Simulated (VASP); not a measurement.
The system is HfO2.

```xyz
12
Lattice="5.1180 0.0000 0.0000 0.0000 5.1857 0.0000 -0.8587 0.0000 5.2139" Properties=species:S:1:pos:R:3 pbc="T T T"
Hf    1.2314    0.2059    1.0845
Hf    3.4573    2.7987    1.5224
Hf    3.0279    4.9798    4.1294
Hf    0.8021    2.3870    3.6914
O     1.8842    3.9313    2.5032
O     2.8045    1.3384    0.1038
O     2.3751    1.2544    2.7107
O     1.4549    3.8473    5.1101
O     0.0821    1.7196    1.8076
O     4.6066    4.3124    0.7993
O     4.1773    3.4661    3.4062
O    -0.3473    0.8733    4.4146
```

| Item | Value |
| --- | --- |
| Program | VASP 6.6.1 |
| Task | relaxation of cell and atoms |
| Functional | PBE |
| Potentials or basis | VASP PAW PBE potentials, release 64 (Hf_pv, O) |
| Cutoff | 600 eV |
| k mesh | 6 × 6 × 6 |
| Occupations | gaussian, width 0.03 eV |
| Spin | no spin polarisation |

At the start: pressure 2.4 GPa; volume 11.53 Å³/atom.

Where does the relaxation end?

Over 24 steps the energy falls by 3.2 meV/atom and the volume is 11.66 Å³/atom (+1.1 %); space group P2_1/c (No. 14, to 0.05 Å).

The path:
```
step  energy change (eV)  largest force (eV/Å)  pressure (GPa)  volume (Å³)
   1              0.0000                0.4574            2.42       138.38
   2              0.0035                0.4216           -3.93       141.90
   3             -0.0249                0.1883           -0.74       140.06
   4             -0.0337                0.1009            0.03       139.66
   5             -0.0337                0.1033            0.06       139.64
   6             -0.0362                0.0428            0.06       139.64
   7             -0.0368                0.0494            0.07       139.64
   8             -0.0372                0.0391            0.00       139.75
   9             -0.0372                0.0195            0.02       139.72
  10             -0.0373                0.0134           -0.07       139.78
  11             -0.0373                0.0136           -0.06       139.78
  12             -0.0374                0.0124            0.07       139.72
  13             -0.0374                0.0128            0.08       139.71
  14             -0.0375                0.0126            0.04       139.75
  15             -0.0376                0.0155           -0.07       139.83
  16             -0.0376                0.0152           -0.06       139.83
  17             -0.0377                0.0183           -0.01       139.83
  18             -0.0377                0.0305            0.07       139.82
  19             -0.0377                0.0250            0.03       139.82
  20             -0.0378                0.0202            0.01       139.84
  21             -0.0379                0.0205           -0.04       139.88
  22             -0.0380                0.0145            0.01       139.87
  23             -0.0380                0.0152            0.05       139.85
  24             -0.0381                0.0091           -0.02       139.89
```

Final structure:
```
Hf O
1.0
     5.13857    0.00000   -0.01623
     0.00000    5.19039    0.00000
    -0.87871    0.00000    5.24788
Hf O
4 8
Cartesian
  1.2349 0.2213 1.0867
  3.4644 2.8165 1.5211
  3.0250 4.9691 4.1450
  0.7955 2.3739 3.7106
  1.8878 3.9310 2.4981
  2.8114 1.3358 0.1096
  2.3721 1.2594 2.7336
  1.4484 3.8546 5.1220
  0.0425 1.7113 1.8216
  4.6567 4.3065 0.7861
  4.2173 3.4791 3.4100
  -0.3968 0.8839 4.4456
```
